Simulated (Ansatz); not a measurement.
Sb in Ansatz: convergence with ecutrho ratio

Input of the first run (ecutrho ratio 4); the others differ in this setting and in those tied to it:

input.yaml

```yaml
crystal:
  lattice:
    - [2.1542, 1.2437279499, 3.758]
    - [-2.1542, 1.2437279499, 3.758]
    - [0.0, -2.4874558998, 3.758]
  atoms:
    - { symbol: Sb, position: [0.76651, 0.76651, 0.76651] }
    - { symbol: Sb, position: [0.23349, 0.23349, 0.23349] }
hamiltonian:
  xc: pbe
  pseudopotentials: { kind: nc }
kpoints:
  mp_grid: { grid: [6, 6, 6] }
scf:
  occupations: { method: gaussian, width: 0.05 }
output:
  forces: true
  stress: true
  eigenvalues: true
basis:
  ecutrho_ratio: 4
```

Potentials or basis: Ansatz NC.

Launch:

```sh
$ ansatz run input.yaml --threads 2 --pin off --max-ram 5632MiB --backend cpu --events-out ev --progress --plain --runs-dir out
```

Hardware: 2 threads of Intel(R) Xeon(R) Processor @ 2.50GHz (Skylake/Cascade Lake), with other jobs on the host.

```tsv
ecutrho ratio	energy less the tightest run, at zero smearing (meV/atom)	SCF cycles	CPU time (s)	peak memory (GiB)
4	0.00	7	20	0.45
5	0.00	7	20	0.51
6	0.00	7	21	0.51
8	0.00	7	22	0.64
10	0.00	7	22	0.76
12	0.00	7	23	0.94
```

Against the tightest run, the energy stays within 1 meV/atom from 4 on. The tightest run that finished is the yardstick and may itself not be fully converged.

Spin-orbit coupling is left out, which matters for the levels of Sb.
